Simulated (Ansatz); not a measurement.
## BeSe4: competing structures

Theory: DFT PBE, scalar-relativistic, plane waves, PAW (Ansatz). All cells share a 420 eV cutoff and Γ-centred k meshes spaced at most about 0.3 Å⁻¹ (about 0.25 or finer for metals, 2π included). No spin polarisation.

Formation energies are uncorrected and refer to the elements' standard structures at the same level.

Temperature and zero-point effects are left out. Only the structures computed here compete, so a lower one can exist. No dispersion correction is applied, so the spacing and binding between layers, chains or molecules are poorly described (Cmmm), and this can change margins and order among such cells. The reference form of Se is held partly by dispersion forces, which this level lacks.

Invented guesses were relaxed alike, and ends that match in structure were merged. ΔE counts from the first row. Coordination counts Se atoms around Be (those within 1.25 times the shortest such distance or 1.15 times the sum of covalent radii, 1.27 where that leaves under three). The ends were matched against large subsets of the Crystallography Open Database and the Materials Project, so a missing match doesn't prove that a structure is unreported.

| # | reached from | type and space group | atoms | Å³/atom | coordination | ΔE (meV/atom) | gap on mesh (eV) | in databases |
| --- | --- | --- | --- | --- | --- | --- | --- | --- |
| 1 | Co4H type (P-3m1) | P-3m1 (No. 164) | 5 | 19.3 | Be 6 | 0 | 0.00 | no match |
| 2 | ScAg4 type (I4/m) | I4/m (No. 87) | 5 | 24.3 | Be 4 | 15 | 0.00 | no match |
| 3 | OsCl4 type (Cmmm) | Cmmm (No. 65) | 5 | 28.3 | Be 4 | 67 | 0.00 | no match |
| 4 | SO4 type (F-43m) | F-43m (No. 216) | 5 | 36.3 | Be 4 | 327 | 0.00 | no match |
| 5 | random cell | P4/mmm (No. 123) | 5 | 23.2 | Be 2 | 595 | 0.00 | no match |

The lowest: Space group P-3m1 (No. 164), trigonal, a = 3.589 Å, c = 8.635 Å. Be has 6 Se at 2.43 Å; around Se on its first site lie 3 Be at 2.43 Å and 3 Se at 2.99 Å; around Se on its second site lie 3 Se at 2.73 Å and 3 Se at 2.99 Å. Its energy over the elements is +0.11 eV/atom. The separate elements lie lower, so it is unstable against them. An observed structure of this formula, if there is one, may be missing.

```
Be Se
1.0
     3.58887    0.00000    0.00000
    -1.79444    3.10805    0.00000
     0.00000    0.00000    8.63490
Be Se
1 4
Direct
  0.00000 0.00000 0.00000
  0.33333 0.66667 0.85321
  0.33333 0.66667 0.39678
  0.66667 0.33333 0.14678
  0.66667 0.33333 0.60322
```

The second: Space group I4/m (No. 87), tetragonal, a = 7.430 Å, c = 4.401 Å. Be is surrounded by 4 Se at 2.40 Å; Se has 1 Be at 2.40 Å and 2 Se at 2.53 Å. Counting Se atoms around Be, the first has Be 6 and the second has Be 4. The second holds Se–Se chains (shortest 2.53 Å); in the first the shortest Se–Se distance is 2.73 Å, near bonding range too. Cells relaxed within their symmetry can be saddle points.

```
CELL_PARAMETERS angstrom
-3.71513 3.71513 2.20063
3.71513 -3.71513 2.20063
3.71513 3.71513 -2.20063
ATOMIC_POSITIONS crystal
Be 0.00000 0.00000 0.00000
Se 0.17042 0.72499 0.89541
Se 0.72499 0.82958 0.55456
Se 0.27501 0.17042 0.44544
Se 0.82958 0.27501 0.10459
```

Some structure types and database cells were kept out of the candidates from the start, so a known form may be missing.
